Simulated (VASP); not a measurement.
Output of a VASP run:

### OUTCAR
```
 ion  position               nearest neighbor table
   1  0.000  0.000  0.309-   8 2.57   9 2.57   7 2.62  10 2.62   7 2.62  10 2.62   2 4.26   2 4.26
                             2 4.26   2 4.26   3 4.29
   2  0.500  0.500  0.379-   7 2.64  10 2.64   9 2.68   8 2.68   8 2.68   9 2.68  11 2.74  14 2.74
                             1 4.26   1 4.26   1 4.26   1 4.26   4 4.44   3 4.44   3 4.44   3 4.44
   3  0.000  0.000  0.462-  12 2.66  13 2.66  11 2.68  14 2.68  11 2.68  14 2.68   8 2.71   9 2.71
                             1 4.29   4 4.33   4 4.33   4 4.33   4 4.33   5 4.44   2 4.44   2 4.44
   4  0.500  0.500  0.538-  11 2.66  14 2.66  13 2.68  12 2.68  12 2.68  13 2.68  15 2.71  18 2.71
                             6 4.29   3 4.33   3 4.33   3 4.33   3 4.33   2 4.44   5 4.44   5 4.44
   5  0.000  0.000  0.621-  16 2.64  17 2.64  15 2.68  18 2.68  15 2.68  18 2.68  12 2.74  13 2.74
                             6 4.26   6 4.26   6 4.26   6 4.26   3 4.44   4 4.44   4 4.44   4 4.44
   6  0.500  0.500  0.691-  15 2.57  18 2.57  17 2.62  16 2.62  16 2.62  17 2.62   5 4.26   5 4.26
                             5 4.26   5 4.26   4 4.29
   7  0.500  0.233  0.306-   1 2.62   1 2.62   2 2.64
   8  0.000  0.248  0.383-   1 2.57   2 2.68   2 2.68   3 2.71
   9  0.000  0.752  0.383-   1 2.57   2 2.68   2 2.68   3 2.71
  10  0.500  0.767  0.306-   1 2.62   1 2.62   2 2.64
  11  0.500  0.251  0.460-   4 2.66   3 2.68   3 2.68   2 2.74
  12  0.000  0.249  0.540-   3 2.66   4 2.68   4 2.68   5 2.74
  13  0.000  0.751  0.540-   3 2.66   4 2.68   4 2.68   5 2.74
  14  0.500  0.749  0.460-   4 2.66   3 2.68   3 2.68   2 2.74
  15  0.500  0.252  0.617-   6 2.57   5 2.68   5 2.68   4 2.71
  16  0.000  0.267  0.694-   6 2.62   6 2.62   5 2.64
  17  0.000  0.733  0.694-   6 2.62   6 2.62   5 2.64
  18  0.500  0.748  0.617-   6 2.57   5 2.68   5 2.68   4 2.71
  LATTYP: Found a simple orthorhombic cell.
 ALAT       =     4.3677224678
 B/A-ratio  =     1.4142135764
 C/A-ratio  =     6.4214844590
 Subroutine PRICEL returns:
 Original cell was already a primitive cell.
 Subroutine GETGRP returns: Found  8 space group operations
The static configuration has the point symmetry C_2v.
 The point group associated with its full space group is D_2h.
The dynamic configuration has the point symmetry C_2v.
 Subroutine INISYM returns: Found  8 space group operations
 Subroutine IBZKPT returns following result:
 Found      9 irreducible k-points:

 Following reciprocal coordinates:
            Coordinates               Weight
  0.000000  0.000000  0.000000      1.000000
  0.200000  0.000000  0.000000      2.000000
  0.400000  0.000000  0.000000      2.000000
  0.000000  0.250000  0.000000      2.000000
  0.200000  0.250000  0.000000      4.000000
  0.400000  0.250000  0.000000      4.000000
  0.000000  0.500000  0.000000      1.000000
  0.200000  0.500000  0.000000      2.000000
  0.400000  0.500000  0.000000      2.000000
   k-points           NKPTS =      9   k-points in BZ     NKDIM =      9   number of bands    NBANDS=     86
   number of dos      NEDOS =    301   number of ions     NIONS =     18
   total plane-waves  NPLWV = 115200
   dimension x,y,z NGX =    24 NGY =   32 NGZ =  150
   dimension x,y,z NGXF=    48 NGYF=   64 NGZF=  300
   ions per type =               6  12
   PREC   = normal    normal or accurate (medium, high low for compatibility)
   ISTART =      1    job   : 0-new  1-cont  2-samecut
   ICHARG =      0    charge: 1-file 2-atom 10-const
   ISPIN  =      1    spin polarized calculation?
   LNONCOLLINEAR =      F non collinear calculations
   LSORBIT =      F    spin-orbit coupling
   INIWAV =      1    electr: 0-lowe 1-rand  2-diag
   ENCUT  =  450.0 eV  33.07 Ry    5.75 a.u.   7.55 10.68 48.51*2*pi/ulx,y,z
   NELM   =    100;   NELMIN=  4; NELMDL=  0     # of ELM steps
   EDIFF  = 0.1E-05   stopping-criterion for ELM
   LREAL  =      T    real-space projection
   NLSPLINE    = F    spline interpolate recip. space projectors
   LMAXMIX     =    4 max onsite mixed and CHGCAR
   VOSKOWN=      0    Vosko Wilk Nusair interpolation
   EDIFFG = 0.1E-04   stopping-criterion for IOM
   NSW    =      0    number of steps for IOM
   NBLOCK =      1;   KBLOCK =      1    inner block; outer block
   IBRION =     -1    ionic relax: 0-MD 1-quasi-New 2-CG
   NFREE  =      0    steps in history (QN), initial steepest desc. (CG)
   ISIF   =      2    stress and relaxation
   ISYM   =      2    0-nonsym 1-usesym 2-fastsym
   TEIN   =    0.0    initial temperature
   TEBEG  =    0.0;   TEEND  =   0.0 temperature during run
   SMASS  =  -3.00    Nose mass-parameter (am)
...
```

OSZICAR:
```
       N       E                     dE             d eps       ncg     rms          rms(c)
DAV:   1    -0.104340040001E+03   -0.10434E+03   -0.96138E-05  2042   0.784E-02    0.880E-03
DAV:   2    -0.104340037212E+03    0.27885E-05   -0.25096E-05  1746   0.206E-02    0.493E-03
DAV:   3    -0.104340034837E+03    0.23751E-05   -0.72159E-06  1688   0.153E-02    0.238E-03
DAV:   4    -0.104340034105E+03    0.73259E-06   -0.13515E-06  1096   0.622E-03
   1 F= -.10434003E+03 E0= -.10434003E+03  d E =-.148589E-19
```

OUTCAR:
```
------------------------ aborting loop because EDIFF is reached ----------------------------------------
  FORCE on cell =-STRESS in cart. coord.  units (eV):
  Direction    XX          YY          ZZ          XY          YZ          ZX
  --------------------------------------------------------------------------------------
  Total       -6.3448587     -3.0373342     -4.7464330      0.0000000      0.0000000      0.0000000
  in kB      -13.4343604     -6.4311350    -10.0499152      0.0000000      0.0000000      0.0000000
  external PRESSURE =      -9.9718035 kB  Pullay stress =       0.0000000 kB
  volume of cell :      756.69
      direct lattice vectors                 reciprocal lattice vectors
     4.367722468  0.000000000  0.000000000     0.228952276  0.000000000  0.000000000
     0.000000000  6.176892412  0.000000000     0.000000000  0.161893705  0.000000000
     0.000000000  0.000000000 28.047261948     0.000000000  0.000000000  0.035654104
 POSITION                                       TOTAL-FORCE (eV/Angst)
 -----------------------------------------------------------------------------------
      0.00000      0.00000      8.67479         0.000000      0.000000      0.009494
      2.18386      3.08845     10.64217         0.000000      0.000000      0.000358
      0.00000      0.00000     12.96652         0.000000      0.000000     -0.030027
      2.18386      3.08845     15.08074         0.000000      0.000000      0.030027
      0.00000      0.00000     17.40509         0.000000      0.000000     -0.000358
      2.18386      3.08845     19.37247         0.000000      0.000000     -0.009494
      2.18386      1.44083      8.58260         0.000000      0.016914      0.018126
      0.00000      1.53197     10.73241         0.000000     -0.002271      0.032137
      0.00000      4.64492     10.73241         0.000000      0.002271      0.032137
      2.18386      4.73607      8.58260         0.000000     -0.016914      0.018126
      2.18386      1.55033     12.90950         0.000000     -0.005648     -0.015709
      0.00000      1.53812     15.13777         0.000000      0.005648      0.015709
      0.00000      4.63878     15.13777         0.000000     -0.005648      0.015709
      2.18386      4.62656     12.90950         0.000000      0.005648     -0.015709
      2.18386      1.55648     17.31485         0.000000      0.002271     -0.032137
      0.00000      1.64762     19.46466         0.000000     -0.016914     -0.018126
      0.00000      4.52927     19.46466         0.000000      0.016914     -0.018126
      2.18386      4.62042     17.31485         0.000000     -0.002271     -0.032137
 -----------------------------------------------------------------------------------
    total drift:                                0.000000      0.000000      0.000000
  FREE ENERGIE OF THE ION-ELECTRON SYSTEM (eV)
  ---------------------------------------------------
  free  energy   TOTEN  =      -104.3400341047 eV

  energy  without entropy=     -104.3400341047  energy(sigma->0) =     -104.34003410

 total charge

# of ion       s       p       d       tot
------------------------------------------
    1        1.995   5.622   0.266   7.884
    2        1.994   5.635   0.237   7.866
    3        1.994   5.635   0.238   7.868
    4        1.994   5.635   0.238   7.868
    5        1.994   5.635   0.237   7.866
    6        1.995   5.622   0.266   7.884
    7        1.746   4.345   0.000   6.091
    8        1.747   4.355   0.000   6.101
    9        1.747   4.355   0.000   6.101
   10        1.746   4.345   0.000   6.091
   11        1.746   4.350   0.000   6.096
   12        1.746   4.350   0.000   6.096
   13        1.746   4.350   0.000   6.096
   14        1.746   4.350   0.000   6.096
   15        1.747   4.355   0.000   6.101
   16        1.746   4.345   0.000   6.091
   17        1.746   4.345   0.000   6.091
   18        1.747   4.355   0.000   6.101
--------------------------------------------------
tot         32.919  85.984   1.485 120.388
```
(Selected blocks of OUTCAR.)

File POSCAR:
```
BaF2(110) slab
1
    4.3677224678     0.0000000000     0.0000000000
    0.0000000000     6.1768924118     0.0000000000
    0.0000000000     0.0000000000    28.0472619482
Ba F
6 12
Direct
  0.0000000000   1.0000000000   0.3092918258
  0.5000000000   0.5000000000   0.3794369956
  0.0000000000   1.0000000000   0.4623097391
  0.5000000000   0.5000000000   0.5376902609
  0.0000000000   1.0000000000   0.6205630044
  0.5000000000   0.5000000000   0.6907081742
  0.5000000000   0.2332607468   0.3060048666
  0.0000000000   0.2480162987   0.3826544701
  0.0000000000   0.7519837013   0.3826544701
  0.5000000000   0.7667392532   0.3060048666
  0.5000000000   0.2509884886   0.4602765044
  0.0000000000   0.2490115114   0.5397234956
  0.0000000000   0.7509884886   0.5397234956
  0.5000000000   0.7490115114   0.4602765044
  0.5000000000   0.2519837013   0.6173455299
  0.0000000000   0.2667392532   0.6939951334
  0.0000000000   0.7332607468   0.6939951334
  0.5000000000   0.7480162987   0.6173455299
```

### Question
Write an INCAR and KPOINTS that could have produced this output.

### Answer
One answer among several that fit: the input of the run itself, PBEsol GGA, plane waves, VASP's PBE PAW potentials (set 64).

### INCAR
```
SYSTEM = BaF2(110) slab
PREC = Normal; ENCUT = 450; LREAL = Auto
LASPH = T
EDIFF = 1E-6; NELM = 100; NELMIN = 4
ALGO = Normal; LMAXMIX = 4
ISMEAR = 0; SIGMA = 0.05
GGA = PS
LWAVE = F; LCHARG = F; LORBIT = 11
LVHAR = T
DIPOL = 0.5 0.5 0.5
LDIPOL = T; IDIPOL = 3
```

File KPOINTS:
```
Automatic mesh
0
Gamma
5 4 1
0 0 0
```

POTCAR, in this order: Ba_sv F (PBE.64 set). Program: vasp_std. Read from the step before: WAVECAR.

At this cut-off the stress carries a Pulay error, which pulls relaxed volumes low.

The cell is a thin slab with vacuum, built from BaF2 (fluorite): (110) face.
